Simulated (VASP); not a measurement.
Wanted: the native input for a VASP 6.6.1 run.

```
Task                   : single point
Functional             : PBE
Potentials or basis    : VASP PAW PBE potentials, release 64 (Zn, S)
Cutoff                 : 520 eV
k mesh                 : 9 × 9 × 9
Occupations            : gaussian, width 0.012 eV
Spin                   : no spin polarisation
Further INCAR settings : ALGO = Fast; EDIFF = 1e-06; NBANDS = 16
```

The structure of ZnS lies in POSCAR:

```
ZnS
1.0
    0.0000000000      2.7020000000      2.7020000000
    2.7020000000      0.0000000000      2.7020000000
    2.7020000000      2.7020000000      0.0000000000
Zn S
1 1
Direct
    0.7500000000      0.7500000000      0.7500000000
    0.0000000000      0.0000000000      0.0000000000
```

These files were run (other wordings do the same):

INCAR

```
PREC     = Accurate       # precision mode
ENCUT    = 520            # plane-wave cutoff, eV
EDIFF    = 1E-6           # SCF threshold, eV
ISMEAR   = 0              # smearing method
SIGMA    = 0.012          # smearing width, eV
LREAL    = False          # projectors in reciprocal space
LASPH    = True           # aspherical terms in the spheres
NELM     = 80             # most SCF steps
ALGO     = Fast           # electronic algorithm
ISIF     = 2              # what is computed and relaxed
LWAVE    = False          # write WAVECAR
LCHARG   = False          # write CHGCAR
GGA      = PE             # functional
NBANDS   = 16             # bands
```

KPOINTS

```
regular mesh
0
Gamma
  9 9 9
```

Potentials or basis: VASP PAW PBE potentials, release 64 (Zn, S).

Launch:

```bash
$ cat potpaw_PBE.64/Zn/POTCAR potpaw_PBE.64/S/POTCAR > POTCAR
$ mpirun -np 1 vasp_std > vasp.out
```

Results of the run:

* Pressure: 1.8 GPa
* Band gap on the k mesh: 2.11 eV, direct

Run time: 25 s on 1 thread of Intel(R) Xeon(R) Platinum 8375C CPU @ 2.90GHz (Ice Lake), with other jobs on the host, peak memory 0.16 GiB.
